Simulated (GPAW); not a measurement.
A run of GPAW 26.7.0:

Contents of run.py:

```python
from ase import Atoms
from ase.dft.bandgap import bandgap
from ase.io import write
from ase.units import GPa
from gpaw import GPAW, PW, setup_paths

setup_paths.insert(0, '.')

atoms = Atoms(['Zr', 'S', 'S'],
              cell=[[3.6913825498, 0.0, 0.0],
                    [-1.8456912749, 3.1968310632, 0.0],
                    [0.0, 0.0, 6.04107701]],
              scaled_positions=[[0.0, 0.0, 0.0],
                                [0.3333333333, 0.6666666667, 0.23790997],
                                [0.6666666667, 0.3333333333, 0.76209003]],
              pbc=True)

calc = GPAW(mode=PW(600),
            xc='PBEsol',
            kpts={'size': (8, 8, 5), 'gamma': True},
            occupations={'name': 'fermi-dirac', 'width': 0.05},
            setups={'Zr': ':d,8.0'},
            nbands=24,
            convergence={'density': 1e-05, 'energy': 1e-05},
            maxiter=150,
            txt='gpaw.txt')
atoms.calc = calc
energy = atoms.get_potential_energy()
forces = atoms.get_forces()
stress = atoms.get_stress()
calc.write('gs.gpw')
write('result.traj', atoms)
print(f'Energy: {energy:.6f} eV')
print('Forces (eV/A):')
print(forces.round(4))
print('Stress (GPa):', (stress / GPa).round(3))
print('Fermi level:', round(calc.get_fermi_level(), 4), 'eV')
print(f'Gap: {bandgap(calc)[0]:.4f} eV, direct: {bandgap(calc, direct=True)[0]:.4f} eV')

path = atoms.cell.bandpath('GMKGALHA,LM,KH', npoints=80, eps=1e-4)
bs_calc = calc.fixed_density(kpts=path, symmetry='off', nbands=39,
                             convergence={'bands': 'CBM+6.0', 'eigenstates': 1e-6}, txt='bands.txt')
bs = bs_calc.band_structure()
bs.write('bs.json')
print(f'Gap on the path: {bandgap(bs_calc)[0]:.4f} eV')
```

Potentials or basis: PAW data sets generated in the run's folder for this functional, pw.

Run with:

```console
$ gpaw-setup -f PBEsol S Zr
$ OMP_NUM_THREADS=1 python run.py
```

Hardware: 1 thread of Arm Neoverse V2, with other jobs on the host.

Task: Estimate the wall time of this run.

Result: It took 100 s on 1 thread of Arm Neoverse V2 (shared host), peak memory 0.39 GiB. Counts: scf iterations 17, plane waves 2430, bands 24, k points 40.
